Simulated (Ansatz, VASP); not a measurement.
**MgZn7O8: VASP beside Ansatz**

```xyz
16
Lattice="0.0000 0.0000 -5.2037 3.2350 5.6032 0.0000 3.2350 -5.6032 0.0000" Properties=species:S:1:pos:R:3 pbc="T T T"
Mg    1.6175   -0.9339   -2.6002
Zn    3.2422   -3.7313   -2.6121
Zn    3.2278    1.8719   -2.6121
Zn    4.8525   -0.9422   -2.6121
Zn    3.2377   -1.8693    0.0042
Zn    1.6175    0.9370    0.0042
Zn    4.8525    0.9339   -0.0059
Zn    3.2323    3.7339    0.0042
O     3.2313   -1.8656   -3.2258
O     1.6175    0.9295   -3.2258
O     4.8525    0.9339   -3.2300
O     3.2388    3.7377   -3.2258
O     1.6175   -0.9339   -0.6225
O     3.2354   -3.7353   -0.6306
O     3.2346    1.8680   -0.6306
O     4.8525   -0.9343   -0.6306
```

The cell was built by a generator and needn't be a form met in nature.

Alike in both runs: functional PBEsol; k mesh 6 × 6 × 6; occupations gaussian, width 0.02 eV; no spin polarisation.

Ansatz relaxed the structure, and its values are those at the end. VASP's run is a single point on that final structure, the one shown.

```csv
,VASP,Ansatz
version,VASP 6.6.1,Ansatz 0.2.0
potentials or method,"VASP PAW PBE potentials, release 64 (Mg, Zn, O)","scalar-relativistic, plane waves, PAW"
plane-wave cutoff (eV),520,420
valence electrons in the cell,134,142
```

```tsv
	VASP	Ansatz	Ansatz less VASP
gap on the k mesh at the Fermi level (eV)	0.98	0.99	+0.012
least direct gap on the mesh (eV)	0.98	0.99	+0.012
pressure (GPa)	0.8	0.0	-0.85
rms of the force components (eV/Å)	0.021	0.000	-0.0205
```

The two sets of potentials don't hold the same shells in valence.

Caveats: the PAW data sets were made with another functional, which shifts forces and pressure a little (VASP). A hybrid or GW would open this gap; PBEsol tends to underestimate it.
